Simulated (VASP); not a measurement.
LiF:

```
Li F
1.0
     0.00000    2.04171    2.04171
     2.04171    0.00000    2.04171
     2.04171    2.04171    0.00000
Li F
1 1
Direct
  0.00000 0.00000 0.00000
  0.50000 0.50000 0.50000
```

The cell is a database's computed one.

```yaml
Program: VASP 6.6.1
Task: relaxation of cell and atoms
Functional: PBEsol
Potentials_or_basis: VASP PAW PBE potentials, release 64 (Li_sv, F)
Cutoff: 600 eV
k_mesh: 10 × 10 × 10
Occupations: gaussian, width 0.02 eV
Spin: no spin polarisation
```

At the start: pressure -4.2 GPa; volume 8.51 Å³/atom.

**Question.** How do energy, volume and symmetry change on relaxing?

**Answer.** Over 3 steps the energy falls by 7.3 meV/atom and the volume is 7.98 Å³/atom (-6.2 %); space group Fm-3m (No. 225, to 0.05 Å).

Step by step:
| step | energy change (eV) | largest force (eV/Å) | pressure (GPa) | volume (Å³) |
| --- | --- | --- | --- | --- |
| 1 | 0.0000 | 0.0000 | -4.18 | 17.02 |
| 2 | -0.0109 | 0.0000 | -2.24 | 16.48 |
| 3 | -0.0147 | 0.0000 | -0.03 | 15.96 |

Final structure:
```yaml
crystal:
  lattice:
    - [0.00000, 1.99831, 1.99831]
    - [1.99831, 0.00000, 1.99831]
    - [1.99831, 1.99831, 0.00000]
  atoms:
    - { symbol: Li, position: [0.00000, 0.00000, 0.00000] }
    - { symbol: F, position: [0.50000, 0.50000, 0.50000] }
```

Caveat: the cutoff is under 1.25 times the usual one of these potentials, so pressure, stress and relaxed cells hold a basis-set (Pulay) error; the PAW data sets were made with another functional, which shifts forces and pressure a little.
